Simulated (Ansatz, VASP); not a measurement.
Two plane-wave programs on Sb

```
Sb
1.0
     3.57840    0.00000    0.00000
    -1.78920    3.09898    0.00000
     0.00000    0.00000   11.54104
Sb
4
Cartesian
  0.0000 0.0000 0.0000
  0.0000 0.0000 5.7705
  0.0000 2.0660 8.6558
  1.7892 1.0330 2.8853
```

Alike in both runs: task single point; functional PBE; k mesh 6 × 6 × 2; occupations gaussian, width 0.1 eV; no spin polarisation.

|  | VASP | Ansatz |
| --- | --- | --- |
| version | VASP 6.6.1 | Ansatz 0.2.0 |
| potentials or method | VASP PAW PBE potentials, release 64 (Sb) | scalar-relativistic, plane waves, PAW |
| plane-wave cutoff (eV) | 520 | 420 |
| valence electrons in the cell | 20 | 60 |

```tsv
	VASP	Ansatz	Ansatz less VASP
gap on the k mesh at the Fermi level (eV)	none	none	-
pressure (GPa)	-6.6	-6.5	+0.11
largest component of the traceless stress (GPa)	2.06	2.06	+0.002
```

A gap of «none» marks a metal or a gap that the smearing closes. The two sets of potentials don't hold the same shells in valence.

Spin-orbit coupling is left out, which matters for the levels of Sb.
